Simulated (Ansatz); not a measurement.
## Stationary points along a deformation path in KTaO$_{3}$

Computed with Ansatz 0.2.0, DFT PBE, scalar-relativistic, plane waves, PAW. Cutoff 420 eV, Γ-centred 8×8×8 k-points, Gaussian smearing of 0.05 eV. Spin–orbit coupling is left out, which matters for the heavy elements here. No spin polarisation. Energies are free energies at this smearing, counted from the undisturbed cell; pressure is positive in compression.

Reference structure (as given, not relaxed at this level; it stands at 5.4 GPa):

```yaml
crystal:
  lattice:
    - [3.98830, 0.00000, 0.00000]
    - [0.00000, 3.98830, 0.00000]
    - [0.00000, 0.00000, 3.98830]
  atoms:
    - { symbol: K, position: [0.50000, 0.50000, 0.50000] }
    - { symbol: Ta, position: [0.00000, 0.00000, 0.00000] }
    - { symbol: O, position: [0.50000, 0.00000, 0.00000] }
    - { symbol: O, position: [0.00000, 0.50000, 0.00000] }
    - { symbol: O, position: [0.00000, 0.00000, 0.50000] }
```

At fixed volume and fractional coordinates, lengths along (0.577, 0.577, 0.577) are scaled against those across it; ρ is that ratio over its starting value. V = 12.688 Å³/atom. Δσ is the stress along the axis less the mean stress across it (compression positive).

```
    ρ  ΔE (meV/atom)  Δσ (GPa) space group
0.500         2416.5    129.81         R-3m
0.600         1346.0     96.64         R-3m
0.710          615.8     67.24         R-3m
0.850          139.7     32.52         R-3m
0.930           27.9     14.56         R-3m
1.000            0.0      0.00        Pm-3m
1.080           31.6    -15.60         R-3m
1.200          179.7    -37.89         R-3m
1.410          661.5    -76.30         R-3m
1.700         1620.7   -111.92         R-3m
2.000         2602.4   -113.35         R-3m
```

Problem. How does the stress give the slope of the energy, and where is the energy stationary?

Solution. Along the path d ln(length) is 2/3 d ln ρ on the axis and −1/3 d ln ρ across it, so dE/d ln ρ = −(2/3) V Δσ: the energy falls with ρ where Δσ is positive. Δσ vanishes or changes sign at ρ = 1.000 (Pm-3m), a minimum at 0.0 meV/atom. Pairs of stationary points between two samples would go unseen, and could change a minimum read from distant neighbours into a maximum. At ρ = 1.000 the cell is cubic, where symmetry alone makes the stress isotropic and the slope zero.

Problem. Which shear constant sets the curvature at ρ = 1?

Solution. For a cubic crystal E/V = (2/3) C (ln ρ)² with C = C44, so Δσ = −2C ln ρ. The parabola of Δσ against ln ρ through ρ = 0.930, 1 and 1.080 gives C ≈ 101 GPa with the ions clamped, rough because the steps are large. It is the stress–strain coefficient at this cell's pressure of 5.4 GPa, not the zero-pressure constant.

The gap closes along the scan, which can put kinks into the curve.

Symmetry holds off the tilts and polar distortions that many cubic perovskites undergo.